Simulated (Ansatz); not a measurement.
Runs of Ansatz 0.2.0 on Au. It takes space group Fm-3m (No. 225, cubic). The conventional cell has a = 4.070 Å, b = 4.070 Å, c = 4.070 Å, α = 90.00°, β = 90.00°, γ = 90.00°. Around Au (site symmetry m-3m) lie 12 Au at 2.88 Å. 

```tsv
task	spin	cell	target pressure (GPa)	points for each segment of the path	gap on the mesh (eV)	pressure (GPa)
relaxation of cell and atoms	off	relaxed to 30 GPa	30	-	none	30.0
relaxation of cell and atoms	off	relaxed to 20 GPa	20	-	none	20.0
band structure	SOC, no magnetisation	as given	-	14	none	(a)
relaxation of cell and atoms	off	relaxed to 10 GPa	10	-	none	10.0
relaxation of cell and atoms	off	relaxed	0	-	none	0.0
relaxation of cell and atoms	off	relaxed to 5 GPa	5	-	none	5.0
band structure	off	as given	-	14	none	1.7
relaxation of cell and atoms	off	relaxed to 2 GPa	2	-	none	2.0
```

Alike in all rows: level PBEsol; potentials or basis Ansatz PAW; k mesh 11 × 11 × 11; cutoff (eV) 420; smearing fermi-dirac 0.05 eV.

Question: Fill in the values left out.

Answer: (a) 0.2.

Caveats: the PAW data sets come from PBE, with cores solved anew for the run's functional, which leaves a small shift of forces and pressure; the plane-wave basis is chosen anew once the cell has moved, so the energies of steps on either side of that aren't comparable (some runs); spin-orbit coupling is left out, which moves the levels of the heavy elements (some runs).

A k mesh can miss the band edges, and rows without SOC leave out spin-orbit coupling on Au.

A gap of «none» marks a metal or a gap under the smearing width.
